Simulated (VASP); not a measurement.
Set up this calculation in VASP 6.6.1, as the native input.

- Task: band structure
- Functional: LDA
- Potentials or basis: VASP PAW LDA potentials, release 64 (Cu, O)
- Cutoff: 520 eV
- k mesh: 6 × 6 × 6
- Occupations: fermi-dirac, width 0.05 eV
- Spin: no spin polarisation
- Further INCAR settings: ALGO = Fast; EDIFF = 1e-06

The structure of Cu2O (Cuprite) lies in POSCAR:

```
Cu2O
1.0
    4.2600000000      0.0000000000      0.0000000000
    0.0000000000      4.2600000000      0.0000000000
    0.0000000000      0.0000000000      4.2600000000
Cu O
4 2
Direct
    0.7500000000      0.2500000000      0.7500000000
    0.7500000000      0.7500000000      0.2500000000
    0.2500000000      0.7500000000      0.7500000000
    0.2500000000      0.2500000000      0.2500000000
    0.5000000000      0.5000000000      0.5000000000
    0.0000000000      0.0000000000      0.0000000000
```

The input as run:

INCAR

```
SYSTEM = Cu2O
PREC = Accurate
ENCUT = 520
EDIFF = 1E-6
ISMEAR = -1
SIGMA = 0.05
LREAL = .FALSE.
LASPH = .TRUE.
NELM = 80
ALGO = Fast
ISIF = 2
LWAVE = .FALSE.
LCHARG = .FALSE.
LMAXMIX = 4
GGA = CA
```

KPOINTS

```
Automatic mesh
0
G
  6 6 6
  0 0 0
```

KPOINTS_OPT

```
path GXMGRX,MR
20
line-mode
reciprocal
 0.0000000000  0.0000000000  0.0000000000  G
 0.0000000000  0.5000000000  0.0000000000  X

 0.0000000000  0.5000000000  0.0000000000  X
 0.5000000000  0.5000000000  0.0000000000  M

 0.5000000000  0.5000000000  0.0000000000  M
 0.0000000000  0.0000000000  0.0000000000  G

 0.0000000000  0.0000000000  0.0000000000  G
 0.5000000000  0.5000000000  0.5000000000  R

 0.5000000000  0.5000000000  0.5000000000  R
 0.0000000000  0.5000000000  0.0000000000  X

 0.5000000000  0.5000000000  0.0000000000  M
 0.5000000000  0.5000000000  0.5000000000  R
```

Potentials or basis: VASP PAW LDA potentials, release 64 (Cu, O).

Command:

```sh
$ cat potpaw_LDA.64/Cu/POTCAR potpaw_LDA.64/O/POTCAR > POTCAR
$ mpirun -np 1 vasp_std > vasp.out
```

Results of the run:

| Item | Value |
| --- | --- |
| Pressure | -7.4 GPa |
| Band gap on the k mesh | 0.55 eV, direct |
| Band gap along the path | 0.55 eV, direct |

Wall time 2.2 min on 1 thread of Intel(R) Xeon(R) Platinum 8559C (Emerald Rapids), on a shared host, peak memory 0.19 GiB.
